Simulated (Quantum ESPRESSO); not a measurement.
ZrO2 under changes of volume

One of the cells (10.990 Å³/atom); the others are scaled copies at fixed shape and fractional positions:

```
Zr O
1.0
     0.00000    2.54507    2.54507
     2.54507    0.00000    2.54507
     2.54507    2.54507    0.00000
Zr O
1 2
Direct
  0.00000 0.00000 0.00000
  0.75000 0.75000 0.75000
  0.25000 0.25000 0.25000
```

Measurements of this composition are mostly on another form, of space group No. 14.

```yaml
Program: Quantum ESPRESSO 7.5
Functional: PBEsol
Potentials_or_basis: PseudoDojo 0.4.1 SR PBEsol standard
Cutoff: 1143 eV
Density_cutoff: 4572 eV
k_mesh: 9 × 9 × 9
Occupations: fermi-dirac, width 0.05 eV
Spin: no spin polarisation
```

| volume (Å³/atom) | energy over the lowest point (meV/atom) | pressure (GPa) | gap on the mesh (eV) |
| --- | --- | --- | --- |
| 10.331 | ? | ? | ? |
| 10.551 | 4.99 | 6.4 | 3.45 |
| 10.770 | 0.00 | 0.9 | 3.40 |
| 10.990 | 2.26 | -4.2 | 3.34 |
| 11.210 | 11.04 | -8.7 | 3.29 |
| 11.430 | 25.68 | -12.7 | 3.24 |
| 11.650 | 45.59 | -16.3 | 3.18 |

**Question.** What does the run at 10.331 Å³/atom give?

**Answer.** Energy over the lowest point 18.03 meV/atom; pressure 12.6 GPa; gap on the mesh 3.51 eV.

Worked out: A Birch-Murnaghan fit of order 3 (a polynomial in V^(-2/3)) to the other rows has its minimum at 10.81 Å³/atom with B0 = V·E''(V) = 255 GPa and B' = 4.3. It gives 18.09 meV/atom at 10.331 Å³/atom, against the run's 18.03, and -dE/dV = 12.7 GPa, against 12.6. A straight line through the other rows of the gap, of slope -2.71 eV per unit of ln V, extrapolates to 3.51 eV, against the run's 3.51.

Energies are extrapolated to zero smearing.

Caveats: an odd mesh through Γ misses points on the zone boundary, where band edges often lie. Spin-orbit coupling on Zr is left out.
